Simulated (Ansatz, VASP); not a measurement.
## One calculation of GaSb, two programs

Contents of INCAR:

```
SYSTEM = GaSb
  PREC = Accurate
  ENCUT = 520
  EDIFF = 1E-6
  ISMEAR = -1
  SIGMA = 0.02
  LREAL = .False.
  LASPH = .True.
  NELM = 80
  ALGO = Normal
  ISIF = 2
  LWAVE = .False.
  LCHARG = .False.
  GGA = PE
  NBANDS = 16
```

File KPOINTS:

```
Automatic mesh
0
Gamma
  6 6 6
  0 0 0
```

File POSCAR:

```
GaSb
1.0
    0.0000000000      2.8731179487      2.8731179487
    2.8731179487      0.0000000000      2.8731179487
    2.8731179487      2.8731179487      0.0000000000
Ga Sb
1 1
Direct
    0.0000000000      0.0000000000      0.0000000000
    0.5000000000      0.5000000000      0.5000000000
```

Input for Ansatz:

```yaml
crystal:
  lattice:
    - [0.0, 2.8731179487, 2.8731179487]
    - [2.8731179487, 0.0, 2.8731179487]
    - [2.8731179487, 2.8731179487, 0.0]
  atoms:
    - { symbol: Ga, position: [0.0, 0.0, 0.0] }
    - { symbol: Sb, position: [0.5, 0.5, 0.5] }
kpoints:
  mp_grid: { grid: [6, 6, 6] }
hamiltonian:
  xc: pbe
scf:
  occupations: { method: fermi_dirac, width: 0.02 }
  n_extra_bands: 4
output:
  forces: true
  stress: true
  eigenvalues: true
```

The cell was built by a generator and needn't be a form met in nature.

Alike in both runs: task single point; functional PBE; k mesh 6 × 6 × 6; occupations fermi-dirac, width 0.02 eV; no spin polarisation.

|  | VASP | Ansatz |
| --- | --- | --- |
| version | VASP 6.6.1 | Ansatz 0.2.0 |
| potentials or method | VASP PAW PBE potentials, release 64 (Ga_d, Sb) | plane waves, PAW |
| plane-wave cutoff (eV) | 520 | 420 |
| valence electrons in the cell | 18 | 28 |

|  | VASP | Ansatz | Ansatz less VASP |
| --- | --- | --- | --- |
| pressure (GPa) | 1.8 | 1.8 | -0.03 |

The functional is the same, so the differences come from potentials, cutoffs and numerics. The two sets of potentials don't hold the same shells in valence.

Spin-orbit coupling is left out, which matters for the levels of Sb.
